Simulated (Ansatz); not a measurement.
Theory: DFT PBE, scalar-relativistic, plane waves, PAW in Ansatz 0.2.0. All cells share a 420 eV cutoff and Γ-centred k meshes spaced at most about 0.3 Å⁻¹ (2π included). No spin polarisation.

Energies over the elements count from the elements' standard structures at the same level, with no fitted energy shifts. The references include grey tin.

These are static total energies at zero pressure. No dispersion correction is applied, so the spacing and binding between layers, chains or molecules are poorly described (P-3m1), and this can change margins and order among such cells. Kohn–Sham gaps at this level usually fall short of measured ones. The reference form of Se is held partly by dispersion forces, which this level lacks.

The competitors are the elements and 2 reference phases of this chemical system (from databases or known types: SnSe, SnSe2), relaxed at the same level; other known phases may be missing.

Task: Propose a sheet containing Sn and Se that lies within 0.1 eV/atom of the hull of database phases or under it, with a gap near 0.8 eV.

Result: SnSe2, layer group p-3m1 (No. 72), at -0.338 eV/atom against the elements, with a gap of 0.80 eV on its mesh. Sn at height 1.60 Å has 6 Se at 2.74 Å; Se at height 3.19 Å has 3 Sn at 2.74 Å.

```
CELL_PARAMETERS angstrom
3.86863 0.00000 0.00000
-1.93431 3.35033 0.00000
0.00000 0.00000 29.93700
ATOMIC_POSITIONS crystal
Sn 0.00000 0.00000 0.30063
Se 0.66667 0.33333 0.35393
Se 0.33333 0.66667 0.24733
```

The lowest competing phase:

| phase | space group | source | share of atoms | ΔE_f (eV/atom) |
| --- | --- | --- | --- | --- |
| SnSe2 | P-3m1 (No. 164) | Materials Project | 1.0000 | -0.342 |

The candidate lies level with it within the noise. Checks: phonons real on a 3×3×1 q mesh, imaginary between its points (to 21i cm⁻¹, which can come from the interpolation). Other answers may fit too; this one was computed.
